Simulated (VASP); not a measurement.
Crystal: ZnO (zincite).

```
CELL_PARAMETERS angstrom
3.23676 0.00000 0.00000
-1.61838 2.80312 0.00000
0.00000 0.00000 5.22386
ATOMIC_POSITIONS crystal
Zn 0.33333 0.66667 0.49998
Zn 0.66667 0.33333 0.99998
O 0.66667 0.33333 0.37903
O 0.33333 0.66667 0.87903
```

Base run:

| Property | Result |
| --- | --- |
| Program | VASP 6.6.1 |
| Functional | TB-mBJ |
| Potentials or basis | VASP PAW PBE potentials, release 64 (Zn, O) |
| Cutoff | 520 eV |
| k mesh | 9 × 9 × 5 |
| Occupations | gaussian, width 0.03 eV |
| Spin | no spin polarisation |

Its results: band gap on the k mesh 2.57 eV, direct.

Task: The run is repeated on the same cell with these changes: functional from TB-mBJ to PBE. What comes out?

Result: Band gap on the k mesh 0.79 eV, direct.
